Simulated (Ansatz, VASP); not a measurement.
# ZnO (zincite): VASP beside Ansatz, part 2 of 2

Wanted: the spread between two codes on one cell, functional and k mesh.  Other levels of theory on this material are compared in a session of their own.

VASP 6.6.1 and Ansatz 0.2.0.

So far: Set-up; Ansatz: band structure, r2SCAN; VASP: band structure, r2SCAN.

### 3. VASP: band structure, r2SCAN (continued)

Level of this step: r2SCAN; plane waves and PAW (Zn, O) (VASP).

Numbers of over 12 decimals in the logs are rounded to 6 here.

From OUTCAR (step 3):

```text
ion  position               nearest neighbor table
   1  0.333  0.667  0.500-   4 1.97   3 1.98   3 1.98   3 1.98
   2  0.667  0.333  0.000-   3 1.97   4 1.98   4 1.98   4 1.98
   3  0.667  0.333  0.379-   2 1.97   1 1.98   1 1.98   1 1.98
   4  0.333  0.667  0.879-   1 1.97   2 1.98   2 1.98   2 1.98

  LATTYP: Found a hexagonal cell.
 ALAT       =     3.2493080000
 C/A-ratio  =     1.6020977390

 Subroutine GETGRP returns: Found 12 space group operations
 (whereof  6 operations were pure point group operations)

The static configuration has the point symmetry C_3v.
 The point group associated with its full space group is C_6v.

 Found     10 irreducible k-points:

   k-points           NKPTS =     10   k-points in BZ     NKDIM =     10   number of bands    NBANDS=     32

   dimension x,y,z NGX =    24 NGY =   24 NGZ =   40
   dimension x,y,z NGXF=    48 NGYF=   48 NGZF=   80

   ENCUT  =  520.0 eV  38.22 Ry    6.18 a.u.   6.04  6.04  9.68*2*pi/ulx,y,z

   NELECT =      36.0000    total number of electrons

 k-points in reciprocal lattice and weights: Automatic mesh
   0.00000000  0.00000000  0.00000000       0.013
   0.20000000 -0.00000000  0.00000000       0.080
   0.40000000 -0.00000000  0.00000000       0.080
   0.20000000  0.20000000  0.00000000       0.080
   0.40000000  0.20000000  0.00000000       0.080
   0.00000000  0.00000000  0.33333333       0.027
   0.20000000 -0.00000000  0.33333333       0.160
   0.40000000 -0.00000000  0.33333333       0.160
   0.20000000  0.20000000  0.33333333       0.160
   0.40000000  0.20000000  0.33333333       0.160

 average (electrostatic) potential at core
       1 -41.3300       2 -41.3300       3 -76.8699       4 -76.8699

 E-fermi :   0.9695

 k-point     1 :       0.0000    0.0000    0.0000
  band No.  band energies     occupation
    ...
     14       0.0188      2.00000
     15       0.0188      2.00000
     16       0.7721      2.00000
     17       0.8461      2.00000
     18       0.8461      2.00000
     19       2.0747      0.00000
     20       6.6792      0.00000
     21       9.7079      0.00000
     22      14.4892      0.00000
     23      14.4894      0.00000
    ...

 k-point     2 :       0.2000   -0.0000    0.0000
  band No.  band energies     occupation
    ...
     14      -1.1905      2.00000
     15      -0.4746      2.00000
     16      -0.4724      2.00000
     17       0.4951      2.00000
     18       0.5773      2.00000
     19       3.9304      0.00000
     20       8.0585      0.00000
     21       9.6329      0.00000
     22      11.8029      0.00000
     23      13.7973      0.00000
    ...

 k-point     3 :       0.4000   -0.0000    0.0000
  band No.  band energies     occupation
    ...
     14      -2.5658      2.00000
     15      -1.7898      2.00000
     16      -1.3166      2.00000
     17      -0.2393      2.00000
     18       0.0934      2.00000
     19       6.4250      0.00000
     20       8.8732      0.00000
     21       9.0196      0.00000
     22      10.1187      0.00000
     23      12.4248      0.00000
    ...

  Total       -0.2054183     -0.2054183      0.2953188      0.0000000      0.0000000      0.0000000
  in kB       -6.9144458     -6.9144458      9.9405282      0.0000000      0.0000000      0.0000000
  external PRESSURE =      -1.2961211 kB  Pullay stress =       0.0000000 kB

  energy-cutoff  :      520.00
  volume of cell :       47.60
      direct lattice vectors                 reciprocal lattice vectors
     3.249308000  0.000000000  0.000000000     0.307757836  0.177684070  0.000000000
    -1.624654000  2.813983273  0.000000000     0.000000000  0.355368139  0.000000000
     0.000000000  0.000000000  5.205709000     0.000000000  0.000000000  0.192096792

 POSITION                                       TOTAL-FORCE (eV/Angst)
 -----------------------------------------------------------------------------------
     -0.00000      1.87599      2.60285        -0.000000     -0.000000     -0.085651
      1.62465      0.93799      0.00000         0.000000      0.000000     -0.085651
      1.62465      0.93799      1.97302        -0.000000     -0.000000      0.085651
     -0.00000      1.87599      4.57587        -0.000000     -0.000000      0.085651
 -----------------------------------------------------------------------------------
    total drift:                                0.000000      0.000000     -0.087045

  FREE ENERGIE OF THE ION-ELECTRON SYSTEM (eV)
  ---------------------------------------------------
  free  energy   TOTEN  =       -36.3114158417 eV

  energy  without entropy=      -36.3114158417  energy(sigma->0) =      -36.31141584

 total charge
# of ion       s       p       d       tot
------------------------------------------
    1        0.435   0.481   9.921  10.837
    2        0.435   0.481   9.921  10.837
    3        1.552   3.486   0.000   5.038
    4        1.552   3.486   0.000   5.038
--------------------------------------------------
tot          3.975   7.933  19.843  31.751

[... 3 further parts left out ...]
```

The run ends at a pressure of -0.13 GPa, with forces up to 0.086 eV/Å.

### 4. Side by side

Known differences besides the potentials themselves: VASP keeps PBE cores, Ansatz makes them for the functional; the cutoff is 500 eV in Ansatz and 520 eV in VASP. Total energies have different zeros and are not compared.

The two programs side by side:

```
                                        quantity  Ansatz   VASP  difference
                                  pressure (GPa)   -1.12  -0.13       -0.99
pressure without Ansatz's Pulay correction (GPa)   -1.22  -0.13       -1.09
                   gap over the path points (eV)   1.232  1.229      +0.003
```

Forces (eV/Å; atoms numbered as in POSCAR):

```
atom        Ansatz x, y, z          VASP x, y, z
 Zn1  0.000, 0.000, -0.070  0.000, 0.000, -0.086
 Zn2  0.000, 0.000, -0.070  0.000, 0.000, -0.086
  O3   0.000, 0.000, 0.070   0.000, 0.000, 0.086
  O4   0.000, 0.000, 0.070   0.000, 0.000, 0.086
```

Levels at points of the path, from each program's valence-band top (eV; 4 filled, then empty):

```
k (reciprocal lattice)                                  Ansatz                                    VASP
     0.000 0.000 0.000    -0.82 -0.07 0.00 0.00 1.23 5.85 8.86    -0.83 -0.07 0.00 0.00 1.23 5.83 8.86
     0.133 0.000 0.000  -1.06 -0.81 -0.20 -0.12 2.29 6.55 8.84  -1.06 -0.81 -0.20 -0.13 2.29 6.54 8.83
     0.300 0.000 0.000  -2.05 -1.77 -0.69 -0.53 4.35 8.05 8.65  -2.04 -1.77 -0.69 -0.53 4.35 8.04 8.63
     0.467 0.000 0.000  -2.83 -2.30 -1.26 -0.83 6.26 7.49 8.14  -2.83 -2.31 -1.26 -0.83 6.25 7.47 8.12
     0.467 0.067 0.000  -2.87 -2.38 -1.33 -0.92 6.53 7.49 8.14  -2.88 -2.39 -1.33 -0.92 6.52 7.47 8.11
     0.411 0.178 0.000  -3.26 -2.40 -1.57 -1.25 7.19 8.03 8.16  -3.27 -2.40 -1.57 -1.25 7.19 8.01 8.13
     0.356 0.289 0.000  -3.47 -2.10 -1.82 -1.65 8.06 8.16 8.46  -3.46 -2.10 -1.82 -1.65 8.06 8.13 8.45
     0.289 0.289 0.000  -3.27 -2.35 -1.57 -1.57 7.44 8.17 8.83  -3.27 -2.35 -1.57 -1.57 7.44 8.14 8.81
     0.178 0.178 0.000  -2.44 -1.86 -0.74 -0.70 4.58 8.17 9.00  -2.44 -1.86 -0.74 -0.70 4.58 8.16 8.98
     0.067 0.067 0.000  -1.05 -0.65 -0.17 -0.10 2.09 6.39 8.85  -1.05 -0.65 -0.17 -0.10 2.09 6.38 8.84
```

The forces differ by 9.2 meV/Å r.m.s., which is 18.7 % of the r.m.s. force of 0.05 eV/Å (both taken over all components). Among the levels compared at these points, filled levels agree within 10 meV and empty ones within 31 meV. Ansatz's pressure holds a Pulay correction of 0.10 GPa; VASP's holds none.

### 5. What came out

```yaml
difference_in_gap_over_the_path_points_band_structure_r2scan: 0.0034 eV
r_m_s_force_difference_band_structure_r2scan: 9.2 meV/Å
difference_in_pressure_band_structure_r2scan: -0.99 GPa
```

**Reading.** The difference in pressure is -0.99 GPa (band structure, r2SCAN), at about the 1 GPa picked in this series as the mark of a large difference. 11 further runs of this series are not shown here. Such differences can come from data sets, numerical settings and the points named under the comparisons, not from the functional's error against experiment.

[Lines on the potential files, build, host, timing and source positions are cut from VASP's logs without a mark.]

[Logs are printed without paths, hosts, clocks, repeated set-up lines and the standing remarks that a program may print on its own settings, such as how far it seeks lower states.]

[Hosts, paths, dates, database ids (printed as entryN), source tags and the programs' standing remarks are cut or masked in the printed files.]
